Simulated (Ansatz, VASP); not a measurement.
**PtSe2 (Sudovikovite): VASP beside Ansatz**

Contents of INCAR:

```
PREC = Accurate
ENCUT = 520
EDIFF = 1E-6
ISMEAR = -1
SIGMA = 0.05
LREAL = F
LASPH = T
NELM = 80
ALGO = Normal
ISIF = 2
LWAVE = F
LCHARG = T
GGA = PS
LELF = T
LVHAR = T
NBANDS = 18
```

Contents of KPOINTS:

```
regular mesh
0
Gamma
  8 8 5
```

File POSCAR:

```
PtSe2
1.0
    3.7730056198      0.0000000000      0.0000000000
   -1.8865028099      3.2675187154      0.0000000000
    0.0000000000      0.0000000000      5.1286129021
Pt Se
1 2
Direct
    0.0000000000      0.0000000000      0.0000000000
    0.6666666667      0.3333333333      0.7500000000
    0.3333333333      0.6666666667      0.2500000000
```

File input.yaml:

```yaml
crystal:
  lattice:
    - [3.7730056198, 0.0, 0.0]
    - [-1.8865028099, 3.2675187154, 0.0]
    - [0.0, 0.0, 5.1286129021]
  atoms:
    - { symbol: Pt, position: [0.0, 0.0, 0.0] }
    - { symbol: Se, position: [0.6666666667, 0.3333333333, 0.75] }
    - { symbol: Se, position: [0.3333333333, 0.6666666667, 0.25] }
kpoints:
  mp_grid: { grid: [8, 8, 5] }
scf:
  occupations: { method: fermi_dirac, width: 0.05 }
hamiltonian:
  xc: pbesol
  pseudopotentials: { kind: all_electron, lapw: { basis_error: 0.002 } }
output:
  forces: true
  stress: true
  eigenvalues: true
```

Change from the starting cell: volume scaled by 1.04.

Alike in both runs: task single point; functional PBEsol; k mesh 8 × 8 × 5; occupations fermi-dirac, width 0.05 eV; no spin polarisation.

|  | VASP | Ansatz |
| --- | --- | --- |
| version | VASP 6.6.1 | Ansatz 0.2.0 |
| potentials or method | VASP PAW PBE potentials, release 64 (Pt, Se) | all-electron LAPW, scalar-relativistic |
| plane-wave cutoff (eV) | 520 | see its input |

Ansatz gave:

```
gap on the k mesh at the Fermi level (eV)       : none
pressure (GPa)                                  : -2.8
largest component of the traceless stress (GPa) : 0.28
rms of the force components (eV/Å)              : 0.061
```

Problem. What did VASP give for the same quantities?

Solution. gap on the k mesh at the Fermi level (eV): none; pressure (GPa): -2.7; largest component of the traceless stress (GPa): 0.26; rms of the force components (eV/Å): 0.054.

Atom by atom the forces differ by 0.007 eV/Å (rms over components). A gap of «none» marks a metal or a gap that the smearing closes. Ansatz ran all-electron here, so the differences hold the error of VASP's frozen core and of both bases.

Caveats: the PAW data sets were made with another functional, which shifts forces and pressure a little (VASP). The runs have no spin-orbit coupling, so splittings on Pt are missing.
